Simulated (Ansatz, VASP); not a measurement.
Two plane-wave programs on KI2

INCAR

```
SYSTEM = KI2
  PREC = Accurate
  ENCUT = 600
  EDIFF = 1E-7
  ISMEAR = 0
  SIGMA = 0.1
  LREAL = .False.
  LASPH = .True.
  NELM = 60
  ALGO = Normal
  ISIF = 3
  LWAVE = .False.
  LCHARG = .False.
  GGA = PE
  IBRION = 2
  NSW = 90
  EDIFFG = -0.04
```

Contents of KPOINTS:

```
Automatic mesh
0
Gamma
  4 4 4
  0 0 0
```

The input POSCAR:

```
KI2
1.0
    0.0000000000      4.0671221000      4.0671221000
    4.0671221000      0.0000000000      4.0671221000
    4.0671221000      4.0671221000      0.0000000000
K I
1 2
Direct
    0.7500000000      0.7500000000      0.7500000000
    0.2500000000      0.2500000000      0.2500000000
    0.5000000000      0.5000000000      0.5000000000
```

Input for Ansatz:

```yaml
crystal:
  lattice:
    - [0.0, 4.0671221, 4.0671221]
    - [4.0671221, 0.0, 4.0671221]
    - [4.0671221, 4.0671221, 0.0]
  atoms:
    - { symbol: K, position: [0.75, 0.75, 0.75] }
    - { symbol: I, position: [0.25, 0.25, 0.25] }
    - { symbol: I, position: [0.5, 0.5, 0.5] }
basis:
  ecutwfc: 420
kpoints:
  mp_grid: { grid: [4, 4, 4] }
hamiltonian:
  xc: pbe
scf:
  occupations: { method: gaussian, width: 0.1 }
  lower_state_search: "off"
output:
  forces: true
  stress: true
  eigenvalues: true
relax:
  adjacent_minimum: "off"
  f_tol: 0.04
  max_steps: 70
  cell: { stress_tol: 0.4 }
```

Alike in both runs: task relaxation of cell and atoms; functional PBE; k mesh 4 × 4 × 4; occupations gaussian, width 0.1 eV; no spin polarisation.

```csv
,VASP,Ansatz
version,VASP 6.6.1,Ansatz 0.2.0
potentials or method,"VASP PAW PBE potentials, release 64 (K_sv, I)","scalar-relativistic, plane waves, PAW"
plane-wave cutoff (eV),600,420
valence electrons in the cell,23,43
```

|  | VASP | Ansatz | Ansatz less VASP |
| --- | --- | --- | --- |
| gap on the k mesh at the Fermi level, each at its own relaxed structure (eV) | none | none | - |
| relaxed volume (Å³/atom) | 52.40 | 51.02 | -1.385 |
| relaxed cell length with the largest relative difference (Å) | 6.058 | 6.004 | -0.0538 |
| energy change over the relaxation (meV/atom) | -38 | -37 | +1.0 |

A gap of «none» marks a metal or a gap that the smearing closes. The two sets of potentials don't hold the same shells in valence.

Caveats: the volume moved by over 15 % at a fixed basis, so the end points are rough (VASP); an odd number of electrons without spin polarisation forces a metal; a magnetic or distorted state may lie lower. The runs have no spin-orbit coupling, so splittings on I are missing.
